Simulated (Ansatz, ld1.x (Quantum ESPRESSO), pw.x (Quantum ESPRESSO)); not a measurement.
**arsenic (As): does the PAW potential hold in the solid?**

As (Z = 33), PAW, made with ld1.x (Quantum ESPRESSO) 7.5 (PBE, scalar-relativistic). Core [Ar] 3d10, reference 4s2 4p3. Waves: 4s (bound): rcut 1.45, rcutus 1.70 bohr; 4s channel at -0.15 Ry: rcut 1.45, rcutus 1.70 bohr; 4p (bound): rcut 1.80, rcutus 2.35 bohr; 4p channel at 0.7 Ry: rcut 1.80, rcutus 2.35 bohr; 4d channel at 0.35 Ry: rcut 1.50, rcutus 1.90 bohr; 4d channel at 2.8 Ry: rcut 1.50, rcutus 1.90 bohr. Local part: all-electron potential smoothed inside 1.30 bohr (lloc = -1). Core correction: Bessel-smoothed model core inside 1.40 bohr. Augmentation charge: PSQ, radius 1.25 bohr.

Atomic tests: cutoffs needed: 12 Ry and 15 Ry (the cutoffs (Ry, on a coarse ladder) from which the occupation-weighted sum of valence levels, in a spherical-Bessel basis at the reference potential, stays within 10 and 1 mRy of its value at 400 Ry); ghost test: no extra level below or beside the all-electron valence levels (s, p, d, f tested) (spherical-Bessel basis up to 400 Ry, 20 bohr box); largest excitation error: -514 meV (all-electron minus pseudo) for 4s1 4p0, out of 7 test configurations.

Crystal test: sc As in pw.x 7.5, no spin, 12³ k-points, Fermi–Dirac smearing 0.01 Ry, cutoffs 40/400 Ry. The reference is all-electron LAPW (Ansatz 0.2.0) with the same functional, mesh and smearing; V0 and B0 come from Birch–Murnaghan fits to the pressures at five volumes. Errors are pseudo minus all-electron; Δ is the rms difference of the E(V) curves that follow from these fits, minima aligned, over ±6 % about the mean V0. Mesh and smearing are coarse, so the numbers serve the comparison and aren't converged zero-temperature values; the lattice is a test structure that the element need not adopt.

All-electron: a0 = 2.735 Å (V0 = 20.45 Å³/atom), B0 = 75.1 GPa.

Problem. How far does the potential miss the all-electron equation of state?

Solution. mean pressure error (GPa): -0.33; a0 (Å): 2.731; a0 error (%): -0.15; B0 error (%): +1.0; Δ (meV/atom): 1.5. The logarithmic derivative shows an extra or strongly shifted pseudo pole above the reference energy (d near 1.37 Ry).

```
V (Å³/atom)  P all-electron (GPa)  P pseudo (GPa)
     19.489                  3.99            3.63
     20.002                  1.74            1.39
     20.515                 -0.24           -0.57
     21.028                 -1.98           -2.29
     21.541                 -3.51           -3.81
```

Problem. At the middle volume, how do free energy and pressure move when the wave cutoff is lowered (ecutrho held at 400 Ry)?

Solution.

```json
{"cutoff (Ry)": "18", "shift of F (meV/atom)": "+14.6", "shift of P (GPa)": "+0.24"}
{"cutoff (Ry)": "24", "shift of F (meV/atom)": "+8.9", "shift of P (GPa)": "+0.01"}
{"cutoff (Ry)": "32", "shift of F (meV/atom)": "+2.3", "shift of P (GPa)": "+0.01"}
```

The run at the middle volume (84 k-points, 6 iterations) took about 10 s on one core of a shared host (Neoverse-V1, 32 threads, 247 GiB, load 23).
